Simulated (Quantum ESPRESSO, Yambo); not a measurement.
# InP (F-43m): G0W0 with and without spin-orbit coupling, part 2 of 2

Aim: spinor G0W0 for InP (F-43m) beside the scalar-relativistic result.

Quantum ESPRESSO 7.5 and Yambo 5.3.0; PBE and many-body steps on it, plane waves. Known limits of the many-body steps: not at the basis limit; no spin-orbit coupling in some runs; coarse k mesh.

So far. Step 4 (Scalar-relativistic): The gap on the mesh goes from 0.71 eV to 1.41 eV, a correction of +0.70 eV. Step 5 (Empty states on the mesh, 4×4×4 mesh, 510 bands): On this mesh the gap is 0.681 eV.

The database entry behind the starting cell differs from later determinations by our own check (0.1 to 0.3 % short, probably kX units), so it need not match the best structure at ambient conditions.

### Step 6. Conversion and set-up

This step: Yambo 5.3.0; conversion and set-up on PBE with spin-orbit coupling, plane waves, norm-conserving pseudopotentials.

Run with:

```bash
$ (cd o/x.save; p2y > p2y.log; mv SAVE ../..); yambo > setup.log
```

The log of the run:

```text
 Yambo, version 5.3.0

 [02] CORE Variables Setup
 =========================

  [02.01] Unit cells
  ==================

  Cell kind             :  FCC
  Atoms in the cell     :  In  P
  number of In atoms    :  1
  number of P  atoms    :  1

  List of atomic masses
  Mass of In    :  114.8200
  Mass of P     :  30.97400

  List of atomic coordinates    : [cc]
  In1       :  0.000000  0.000000  0.000000  order 1
  P1       :  2.768921  2.768921  2.768921  order 2

  Alat factors          :  5.537842  5.537842  5.537842 [a.u.]
  Direct lattice volume :  339.6658 [a.u.]
[...]
==========================================

 IBZ Q-points                                      :   8
 BZ  Q-points                                      :   64

 K/Q-points units:
 rlu = crystal or reduced units; cc = cartesian coordinates; iku = interal k-units

 Q [1]          [rlu]:  0.000000  0.000000  0.000000
 Q [2]          [rlu]:  0.54193E-16  0.26437E-16  0.25000
 Q [3]          [rlu]: -0.10839E-15 -0.52875E-16 -0.50000
[...]
Q [7]          [rlu]:  0.17475E-18 -0.50000     -0.50000
 Q [8]          [rlu]:  0.250000 -0.500000 -0.250000

  [03.01] X indexes
  =================

   [03.01.01] Sigma indexes
   ========================

 [06] Game Over & Game summary
```

It took 4.5 s on 1 MPI rank of Intel Xeon Platinum 8375C at 2.90GHz (Ice Lake), shared host; peak memory 0.25 GiB.

### Step 7. With spin-orbit coupling

This step: G0W0 on PBE with spin-orbit coupling, plane waves, norm-conserving pseudopotentials.

gw4.in

```
HF_and_locXC
gw0
dyson
ppa
em1d
rim_cut
RandQpts= 1000000
RandGvec= 1 RL
EXXRLvcs= 70 Ry
VXCRLvcs= 280 Ry
Chimod= "HARTREE"
% BndsRnXp
 1 | 510 |
%
NGsBlkXp= 17 Ry
% LongDrXp
 1 | 1 | 1 |
%
% GbndRnge
 1 | 510 |
%
DysSolver= "n"
ExtendOut
PPAPntXp= 27.21138 eV
% QPkrange
 1 | 1 | 23 | 30 |
%
```

Run with:

```bash
$ OMP_NUM_THREADS=1 mpirun -n 8 yambo -F gw4.in -J gw4 -C gw4 > gw4.log
```

The log of the run:

```text
 Yambo, version 5.3.0

 [02] CORE Variables Setup
 =========================

  [... cell, symmetries and grids as in the set-up ...]

  [02.05] Energies & Occupations
  ==============================

  [X] === General ===
  [X] Electronic Temperature                        :  0.000000  0.000000 [eV K]
  [X] Bosonic    Temperature                        :  0.000000  0.000000 [eV K]
  [X] Finite Temperature mode                       : no
  [X] El. density                                   :  0.51656E+24 [cm-3]
  [X] Fermi Level                                   :  8.349859 [eV]

  [X] === Gaps and Widths ===
  [X] Conduction Band Min                           :  0.681322 [eV]
  [X] Valence Band Max                              :  0.000000 [eV]
  [X] Filled Bands                                  :  26
  [X] Empty Bands                                   :    27   510
  [X] Direct Gap                                    :  0.681322 [eV]
  [X] Direct Gap localized at k                     :  1
  [X] Indirect Gap                                  :  0.681322 [eV]
  [X] Indirect Gap between kpts                     :  1  1
  [X] Last valence band width                       :  2.878634 [eV]
  [X] 1st conduction band width                     :  3.579014 [eV]

 [03] Transferred momenta grid and indexing
 ==========================================

 IBZ Q-points                                      :   8
 BZ  Q-points                                      :   64

 K/Q-points units:
 rlu = crystal or reduced units; cc = cartesian coordinates; iku = interal k-units

 Q [1]          [rlu]:  0.000000  0.000000  0.000000
 Q [2]          [rlu]:  0.54193E-16  0.26437E-16  0.25000
 Q [3]          [rlu]: -0.10839E-15 -0.52875E-16 -0.50000
[...]
[EXS] Plane waves :   3479

 QP @ state[ 1 ] K range:  1  1
 QP @ state[ 1 ] b range:  23  30

 [xc] Functional : Perdew, Burke & Ernzerhof(X)+Perdew, Burke & Ernzerhof(C)
 [xc] LIBXC used to calculate xc functional
  PP Number of Atomic Species                      :  2
  NLCC RL compoments                               :  26813
  PP Number of Atomic Species                      :  2
  NLCC RL compoments                               :  26813

 [xc] E_xc :  -18.18276 [Ha]
      E_xc :  -36.36553 [Ry]

  Local XC kind (lXC) : Perdew, Burke & Ernzerhof(X)+Perdew, Burke & Ernzerhof(C)
  Non-Local XC kind (nlXC) : Hartree-Fock

  Corrections @ K [1] :  [eV]
 <23|nlXC|23> = -14.65885 -0.79046E-18 <23|lXC|23> = -12.89747  0.000000
 <24|nlXC|24> = -14.65882 -0.88292E-17 <24|lXC|24> = -12.89747  0.47204E-16
 <25|nlXC|25> = -14.65885  0.20728E-16 <25|lXC|25> = -12.89747  0.000000
[...]
<29|nlXC|29> = -6.481907  0.18699E-17 <29|lXC|29> = -10.86547  0.18882E-15
 <30|nlXC|30> = -6.481907  0.14267E-17 <30|lXC|30> = -10.86547  0.000000

 [08] Dyson equation: Newton solver
 ==================================

  [08.01] G0W0 (W PPA)
  ====================

  [  GW  ] Bands range     :     1   510
  [GW/PPA] G damping       :  0.100000 [eV]

  QP @ state[ 1 ] K range:  1  1
  QP @ state[ 1 ] b range:  23  30

   Sc/G bands                                       :     1   510
   Sc/G damping                                     :  0.100000 ev
   Sc bands terminator                              : no
   Sx RL components                                 :   3479

   QP @ state[ 1 ] K range                          :  1  1
   QP @ state[ 1 ] b range                          :  23  30
   GF energies kind                                 : Perdew, Burke & Ernzerhof(X)+Perdew, Burke & Ernzerhof(C)
   GF WF`s kind                                     : Perdew, Burke & Ernzerhof(X)+Perdew, Burke & Ernzerhof(C)
   Xs energies kind                                 : Perdew, Burke & Ernzerhof(X)+Perdew, Burke & Ernzerhof(C)
   Xs WF`s kind                                     : Perdew, Burke & Ernzerhof(X)+Perdew, Burke & Ernzerhof(C)

 [11] Game Over & Game summary
```

Run time: 32 min. Hardware: 8 MPI ranks; peak memory 9.2 GiB.

This step gave:

```yaml
g0w0_gap_on_the_points_computed: 1.378 eV
starting_gap_on_the_mesh: 0.6813 eV
k_of_the_valence_top: 0, 0, 0
k_of_the_conduction_bottom: 0, 0, 0
least_direct_g0w0_gap_on_the_computed_points: 1.378 eV
z_at_the_valence_top: 0.7805
z_at_the_conduction_bottom: 0.7939
```

Against G0W0 in Yambo (4×4×4 mesh, 255 bands, screening to 231.3 eV, Godby-Needs plasmon pole), the gap moves by −0.030 eV.

### Step 8. Side by side

Times are wall times on 8 MPI ranks of Intel Xeon Platinum 8375C at 2.90GHz (Ice Lake), shared host, good to a factor of about two.

```
                     run   mesh  bands  screening cutoff (eV)  DFT gap (eV)  gap on the mesh (eV)  direct (eV)     time
     scalar-relativistic  4×4×4    255                  231.3         0.709                 1.408        1.408  8.2 min
with spin-orbit coupling  4×4×4    510                  231.3         0.681                 1.378        1.378   32 min
```

### Step 9. What came out

```
scalar-relativistic      : 1.408 eV
with spin-orbit coupling : 1.378 eV
known limits             : not at the basis limit; no spin-orbit coupling in some runs; coarse k mesh
```

With spin-orbit coupling: −0.030 eV against scalar-relativistic, −0.027 eV of it in the start. Bands and cutoff are finite, so the gap is not at the basis limit. The miss can reach some tenths of an eV and take either sign; the mesh is an error of its own. In the G0W0 runs levels were corrected at 1 k point alone, so a gap called «on the mesh» is the least over those, and an edge elsewhere would be missed. The 4×4×4 mesh is coarse for this cell, which bears on the long-range parts of exchange and screening.

[Paths, hosts, dates, memory and timing lines, banners, echoed tables and standing remarks are left out of the program output.]

[Logs are printed without paths, hosts, clocks, repeated set-up lines and the standing remarks that a program may print on its own settings, such as how far it seeks lower states.]

[Runs of the session that timed out or met a known fault of the program may be left out.]

[Hosts, paths, dates, database ids (printed as entryN), source tags and the programs' standing remarks are cut or masked in the printed files.]
